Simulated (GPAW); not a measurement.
Crystal: Te2Mo.

```
Te Mo
1.0
     3.51820    0.00000    0.00000
    -1.75910    3.04685    0.00000
     0.00000    0.00000   13.97360
Te Mo
4 2
Cartesian
  1.7591 1.0156 5.2960
  0.0000 2.0312 12.2828
  0.0000 2.0312 8.6776
  1.7591 1.0156 1.6908
  1.7591 1.0156 10.4802
  0.0000 2.0312 3.4934
```

| Item | Value |
| --- | --- |
| Program | GPAW 26.7.0 |
| Task | relaxation of cell and atoms |
| Functional | PBEsol |
| Dispersion | D4 |
| Potentials or basis | PAW data sets generated in the run's folder for this functional |
| Cutoff | 600 eV |
| Basis | pw |
| k mesh | 5 × 5 × 2 |
| Occupations | fermi-dirac, width 0.05 eV |
| Spin | no spin polarisation |

At the start: pressure -3.7 GPa; volume 24.96 Å³/atom.

How do energy, volume and symmetry change on relaxing?

Over 13 steps the energy falls by 18.2 meV/atom and the volume is 23.17 Å³/atom (-7.2 %); space group P6_3/mmc (No. 194, to 0.05 Å).

The path:
```tsv
step	energy change (eV)	largest force (eV/Å)	pressure (GPa)	volume (Å³)
1	0.0000	0.1554	-3.69	149.79
2	-0.0141	0.0703	-3.17	149.18
3	-0.0489	0.3232	-0.59	145.98
4	-0.0555	0.3253	-0.39	145.39
5	-0.0907	0.1242	0.40	140.90
6	-0.0927	0.0473	0.06	140.90
7	-0.0940	0.0071	-0.22	140.95
8	-0.0960	0.0593	-0.48	140.89
9	-0.1006	0.1266	-0.77	140.49
10	-0.1055	0.1439	-0.77	139.78
11	-0.1085	0.0835	-0.42	139.22
12	-0.1093	0.0141	-0.08	139.06
13	-0.1094	0.0002	0.00	139.04
```

Final structure:
```xyz
6
Lattice="3.4551 0.0000 0.0000 -1.7275 2.9922 0.0000 0.0000 0.0000 13.4489" Properties=species:S:1:pos:R:3 pbc="T T T"
Te    1.7275    0.9974    5.1685
Te    0.0000    1.9948   11.8930
Te    0.0000    1.9948    8.2805
Te    1.7275    0.9974    1.5560
Mo    1.7275    0.9974   10.0867
Mo    0.0000    1.9948    3.3622
```

Caveat: the k mesh is coarse; later steps reuse the first step's grids.
